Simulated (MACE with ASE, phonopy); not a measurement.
# Volume dependence of the highest zone-centre mode of rocksalt NaI with two MACE potentials

At almost the same volume per atom, 34.848 and 34.876 Å³, two machine-learned potentials give rocksalt NaI nearly the same highest zone-centre frequency, 100.9 and 99.0 cm⁻¹. Do they also agree on how fast that frequency falls as the crystal expands? The rate matters because this transverse optical mode sets the far-infrared absorption and much of the static dielectric constant, and its volume dependence enters their change with temperature.

The problem is to find the mode Grüneisen parameter, $\gamma = -\,d\ln\omega/d\ln V$, from harmonic frequencies at fixed volumes. Each volume is scaled from the potential's own static volume $V_0$, and the frequencies exclude the macroscopic field that would split off the longitudinal mode.

## Set-up

One crystal, NaI (rocksalt), taken from a measured cell of the Crystallography Open Database (known phase), directly or through a relaxation at another level, and relaxed at each level to its static volume V0; then scaled volumes, with shape and atoms relaxed at fixed volume where symmetry leaves them free. Machine-learned potentials: finite atomic displacements of 0.02 Å in 3×3×3 supercells with phonopy 4.10.

Notes on method and selection:

- Minus the slope of ln ω against ln V is the mode Grüneisen parameter.
- Harmonic values at the static lattice; measured values carry thermal expansion and anharmonic shifts at their temperature.
- MACE-MP-0b2 and MACE-MPA-0 are published machine-learned interatomic potentials trained on PBE and PBE+U data; they have no electrons, no dipole term and hence no LO-TO splitting.
- Runs that did not converge, have known faults or may not be shown are not listed, and runs on Ansatz's PAW sets soft_1 and soft_2 are kept to separate tables.

Columns:

- volume (Å³): volume per atom.
- pressure (GPa): static pressure at that volume, compression positive.
- lowest on path (cm⁻¹): lowest frequency along the high-symmetry path, interpolated; zero means stable, negative imaginary.
- highest Γ mode (cm⁻¹): highest optical mode at the zone centre, without the macroscopic field (no LO-TO term).

## Computed values

| member | level of theory | volume (Å³) | pressure (GPa) | lowest on path (cm⁻¹) | highest Γ mode (cm⁻¹) |
| --- | --- | --- | --- | --- | --- |
| V/V0 = 0.97 | MACE-MP-0b2 small | 32.193 | 1.02 | 0.0 | 139.6 |
| V/V0 = 0.985 | MACE-MP-0b2 small | 32.691 | 0.50 | 0.0 | 132.6 |
| V/V0 = 1 | MACE-MP-0b2 small | 33.188 | 0.00 | 0.0 | 125.6 |
| V/V0 = 1.015 | MACE-MP-0b2 small | 33.686 | −0.48 | 0.0 | ? |
| V/V0 = 1.03 | MACE-MP-0b2 small | 34.184 | −0.95 | 0.0 | 111.2 |
| V/V0 = 1.05 | MACE-MP-0b2 small | 34.848 | −1.54 | −3.5 | 100.9 |
| V/V0 = 0.97 | MACE-MPA-0 medium | 33.830 | 0.48 | 0.0 | 106.9 |
| V/V0 = 0.985 | MACE-MPA-0 medium | 34.353 | 0.23 | 0.0 | 102.8 |
| V/V0 = 1 | MACE-MPA-0 medium | 34.876 | 0.00 | 0.0 | 99.0 |
| V/V0 = 1.015 | MACE-MPA-0 medium | 35.400 | −0.21 | 0.0 | ? |
| V/V0 = 1.03 | MACE-MPA-0 medium | 35.923 | −0.42 | 0.0 | 91.7 |
| V/V0 = 1.05 | MACE-MPA-0 medium | 36.620 | −0.66 | 0.0 | 86.3 |

Cells marked ? are withheld until the estimate has been made.

Least-squares fits to the members shown, with x = volume (Å³); R² and errors in the fitted variable (y, or ln y where the fit is in ln y):

| y | level of theory | members | fit | R² | rms residual | leave-one-out rms | the same for the mean of the others |
| --- | --- | --- | --- | --- | --- | --- | --- |
| highest Γ mode (cm⁻¹) | MACE-MP-0b2 small | 5 | ln y = 19.13 − 4.085 ln x | 0.99 | 0.0084 | 0.017 | 0.15 |
| highest Γ mode (cm⁻¹) | MACE-MPA-0 medium | 5 | ln y = 14.0892 − 2.67368 ln x | 1.00 | 0.0033 | 0.0067 | 0.097 |

## Reading the trend

The mode softens on expansion at both levels, but at different rates. The fits over all shown volumes give $\gamma$ = 4.1 for MACE-MP-0b2 small and 2.7 for MACE-MPA-0 medium. The gap is not an artefact of fitting: between neighbouring rows $\gamma$ runs from about 3.4 to 5.1 with the first potential and from about 2.5 to 3.2 with the second, so the two ranges do not overlap. The near-equal frequencies at 34.85 Å³ are therefore two curves drawing together with different slopes. At $V_0$ the frequencies are 125.6 and 99.0 cm⁻¹, partly because the second potential has the larger static volume, 34.876 / 33.188 = 1.051.

In an ionic crystal the restoring force of this mode is a difference, $\mu\omega^2 = K - C/V$, with $\mu$ the reduced mass, $K$ the short-range repulsive stiffness and $C/V$ the softening by the local electric field of the displaced ions. The potentials have no explicit dipole term, but they were trained on forces that contain this effect. With a repulsion that decays over roughly 0.3 Å and an Na–I distance of roughly 3.2 Å, $K$ alone would give $\gamma \approx$ 3.2 / (6 × 0.3) = 1.8. Subtracting a term that falls more slowly with volume raises $\gamma$, and raises it further as $\omega^2$ shrinks. Both potentials have their largest $\gamma$ in the most expanded interval, as this picture requires.

The pressures show a related disagreement. Between $V/V_0$ = 0.985 and 1.015 the pressure drops by 0.98 GPa with MACE-MP-0b2 and by 0.44 GPa with MACE-MPA-0, so the first crystal is about twice as stiff. Since the substance and structure are the same, the difference lies in the potentials. No density-functional or measured row is shown, so the table cannot say which potential is nearer the truth.

## An estimate before looking

Plain estimates from the members shown:

- V/V0 = 1.015 (MACE-MP-0b2 small), fit at x = 33.686: 117.1 cm⁻¹
- V/V0 = 1.015 (MACE-MP-0b2 small), geometric interpolation between V/V0 = 1 and V/V0 = 1.03: w = (33.686 − 33.188) / (34.184 − 33.188) = 0.500, so 125.6 × (111.2 / 125.6)^0.500 = 118.2 cm⁻¹

The missing MACE-MP-0b2 frequency at $V/V_0$ = 1.015 lies midway between two shown volumes, so local interpolation is the natural route. The power-law fit assumes a constant $\gamma$, whereas $\gamma$ rises along this series; at $V_0$ the fit already falls about 1 cm⁻¹ below the calculated value.

The frequency itself is nearly linear in volume, with slopes of −14.1, −14.1, −14.5 and −15.5 cm⁻¹ per Å³ between successive shown rows. A straight line between the neighbours gives 125.6 − 0.500 × 14.4 = 118.4 cm⁻¹.

The same construction can be tried on shown members. It puts $V/V_0$ = 1 too low by 0.12 cm⁻¹ and $V/V_0$ = 1.03 too low by 0.42 cm⁻¹, as expected for a curve that bends downwards. For constant curvature the miss scales with the product of the distances to the two neighbours. Carried over to the missing volume, the two tests give

0.12 × (0.498 × 0.498) / (0.497 × 0.996) = 0.06 cm⁻¹

0.42 × (0.498 × 0.498) / (0.996 × 0.664) = 0.16 cm⁻¹

Their mean, 0.11 cm⁻¹, raises the estimate to 118.5 cm⁻¹.

For the error, straight-line interpolation of the three interior MACE-MPA-0 rows misses by −0.15, −0.10 and +0.32 cm⁻¹ (calculated minus interpolated), an rms of 0.2 cm⁻¹. The change of sign shows that small irregularities of this size can occur, and 0.2 cm⁻¹ is taken as one standard deviation.

**Committed estimate, V/V0 = 1.015 (MACE-MP-0b2 small): highest Γ mode = 118.5 ± 0.2 cm⁻¹.**

## How the estimate fared

| member | level of theory | volume (Å³) | pressure (GPa) | lowest on path (cm⁻¹) | highest Γ mode (cm⁻¹) |
| --- | --- | --- | --- | --- | --- |
| V/V0 = 1.015 | MACE-MP-0b2 small | 33.686 | −0.48 | 0.0 | 118.5 |
| V/V0 = 1.015 | MACE-MPA-0 medium | 35.400 | −0.21 | 0.0 | 95.4 |

| member | estimate | highest Γ mode (cm⁻¹) | computed | estimate − computed | miss in error bars |
| --- | --- | --- | --- | --- | --- |
| V/V0 = 1.015 (MACE-MP-0b2 small) | committed | 118.5 | 118.5 | 0.0 | 0.0 |
| V/V0 = 1.015 (MACE-MP-0b2 small) | fit | 117.1 | 118.5 | −1.4 |  |
| V/V0 = 1.015 (MACE-MP-0b2 small) | interpolation | 118.2 | 118.5 | −0.3 |  |

The computed frequency is 118.5 cm⁻¹, equal to the estimate at the printed precision and inside its error bar of 0.2 cm⁻¹. The geometric interpolation came out 0.3 cm⁻¹ too low and the power-law fit 1.4 cm⁻¹ too low. Treating the frequency as nearly linear in volume was sound. The small curvature correction of 0.11 cm⁻¹ is hardly tested, because it is about the size of the printed rounding.

The fit failed because it assumes a constant $\gamma$. With the new row, $\gamma$ between successive MACE-MP-0b2 volumes rises at every step, being roughly 3.4, 3.6, 3.9, 4.3 and 5.1. Before the estimate I read a large $\gamma$ at expanded volumes as support for the local-field picture, and that was too strong. Beyond $V_0$ the zero-point energy of this potential, which follows the average frequency of all modes, falls even faster with volume than the zone-centre mode. A local field that lowers the transverse optical mode in particular does not explain a spectrum that softens as a whole. The table does not separate $K$ from $C/V$, so the cause of the rise stays open.

With MACE-MPA-0 the rise is weaker. Its $\gamma$ stays near 2.5 over the first three intervals and rises only afterwards, to about 2.7 and 3.2, and its zero-point energy falls more slowly than this mode throughout. Near 34.85 Å³ the two potentials have almost the same frequency but very different $\gamma$, so the size of $\omega^2$ alone does not fix the Grüneisen parameter. The force constants must change with volume at different rates in the two potentials.

## Outliers

Least-squares fits to the whole series, with x = volume (Å³); R² and errors in the fitted variable (y, or ln y where the fit is in ln y):

| y | level of theory | members | fit | R² | rms residual | leave-one-out rms | the same for the mean of the others |
| --- | --- | --- | --- | --- | --- | --- | --- |
| highest Γ mode (cm⁻¹) | MACE-MP-0b2 small | 6 | ln y = 19.063 − 4.0652 ln x | 0.99 | 0.0089 | 0.017 | 0.13 |
| highest Γ mode (cm⁻¹) | MACE-MPA-0 medium | 6 | ln y = 14.060 − 2.6652 ln x | 1.00 | 0.0036 | 0.0066 | 0.085 |

Largest departures from the fit to the whole series:

| member | level of theory | highest Γ mode (cm⁻¹) | fit | computed − fit | computed / fit | in rms residuals (of ln y) |
| --- | --- | --- | --- | --- | --- | --- |
| V/V0 = 1.05 | MACE-MPA-0 medium | 86.3 | 86.8 | −0.5 | 0.99 | 1.6 |
| V/V0 = 1.05 | MACE-MP-0b2 small | 100.9 | 102.3 | −1.4 | 0.99 | 1.5 |
| V/V0 = 0.97 | MACE-MP-0b2 small | 139.6 | 141.1 | −1.5 | 0.99 | 1.2 |
| V/V0 = 1.015 | MACE-MPA-0 medium | 95.4 | 95.0 | +0.4 | 1.00 | 1.1 |

The largest departures reflect the shape of the fitted curve. For MACE-MP-0b2 the two end volumes lie below the power law, by 1.5 cm⁻¹ at $V/V_0$ = 0.97 and 1.4 cm⁻¹ at 1.05, while the rows at 1 and 1.015 lie about 1 cm⁻¹ above it. A constant exponent gives this pattern when the true $\gamma$ grows with volume. MACE-MPA-0 shows the same pattern more weakly, with −0.5 cm⁻¹ at 1.05 and +0.4 cm⁻¹ at 1.015.

The MACE-MP-0b2 row at 1.05 is also the only one with an imaginary frequency on the path, −3.5 cm⁻¹. A value this small can arise from interpolating between the wavevectors that a 3×3×3 supercell contains, so alone it does not establish an instability. Nor can it be dismissed as an artefact, because with this potential the spectrum as a whole softens faster and faster on expansion. A larger supercell at this volume would be the test, and none is shown. The zone-centre mode is free of that interpolation, since its wavevector fits the supercell exactly.

## Rules of thumb and their limits

The potentials disagree on the Grüneisen parameter. From the rows at $V/V_0$ = 0.985 and 1.015, $\gamma$ at the static volume is about 3.7 with MACE-MP-0b2 and about 2.5 with MACE-MPA-0. The steep rise of $\gamma$ on expansion with MACE-MP-0b2 belongs to a general softening of that potential's spectrum which MACE-MPA-0 does not share, so it should not be taken as a property of NaI. Within the computed range, a straight line between neighbouring volumes reproduces every interior row to within 0.3 cm⁻¹.

For a high-pressure infrared measurement the useful quantity is the shift per GPa. Across the same two volumes it is

(132.6 − 118.5) / (0.50 + 0.48) = 14 cm⁻¹ per GPa

(102.8 − 95.4) / (0.23 + 0.21) = 17 cm⁻¹ per GPa

for MACE-MP-0b2 and MACE-MPA-0 respectively. The shift equals $\gamma\omega/B$, with $B$ the bulk modulus. Dividing the same pressure drops by the change in $V/V_0$ gives $B$ as about 0.98 / (1.015 − 0.985) = 33 GPa with MACE-MP-0b2 and 0.44 / (1.015 − 0.985) = 15 GPa with MACE-MPA-0. The first potential has the larger $\gamma$ and the larger $\omega$, but also the larger $B$, so the similar shifts come from compensation and do not show that the potentials agree. At least one of the two bulk moduli must be far from that of real NaI. A measured bulk modulus, which is not shown here, would tell which, and should be compared before either shift is used.

These results apply to the transverse mode at the static lattice. The omitted macroscopic field would raise the longitudinal mode and leave the transverse one in place, while a measured transverse frequency also carries thermal expansion and anharmonic shifts.
